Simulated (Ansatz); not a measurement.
## CdTe: phonons with PBEsol

**Measured values to compare with.**

A printed reference work, data compilation reports, for a bulk crystal of CdTe at 0 K: band gap 1.607 eV.

The system is CdTe.

```xyz
2
Lattice="0.0000 3.2050 3.2050 3.2050 0.0000 3.2050 3.2050 3.2050 0.0000" Properties=species:S:1:pos:R:3 pbc="T T T"
Te    4.8075    4.8075    4.8075
Cd    0.0000    0.0000    0.0000
```

```yaml
Program: Ansatz 0.2.0
Task: phonons
Functional: PBEsol
Potentials_or_basis: all-electron LAPW, scalar-relativistic
Cutoff: 280 eV (chosen from the basis error)
Basis_error_allowed: 0.001 eV/atom
k_mesh: 5 × 5 × 5
Occupations: fermi-dirac, width 0.05 eV
Spin: no spin polarisation
```

- Band gap on the k mesh: 0.75 eV, direct
- Highest phonon frequency at Γ, LO-TO splitting left out: 151 cm⁻¹

Levels at points of the mesh, in eV from the valence-band top:
```
           k point  band 18  band 19  band 20  band 21  band 22  band 23  band 24  band 25  band 26  band 27
(0.00, 0.00, 0.00)    -8.09    -8.09     0.00     0.00     0.00     0.75     4.53     4.53     4.53     7.33
```

Phonon frequencies in cm⁻¹ (negative: imaginary):
| q point | frequencies |
| --- | --- |
| (0.000, 0.000, 0.000) | 0 0 0 151 151 151 |

Wall time 41 s on 1 thread of Arm Neoverse V1, on a shared host, peak memory 0.33 GiB.

A measured gap of CdTe is 1.607 eV (0 K; a printed reference work, data compilation); the calculated 0.75 eV misses it by -0.85 eV. Spin-orbit coupling on Cd, Te is left out. The value is that of PBEsol, without temperature or zero-point motion. Semilocal functionals fall short of measured gaps as a rule.

Caveat: spin-orbit coupling is left out, which moves the levels of the heavy elements.
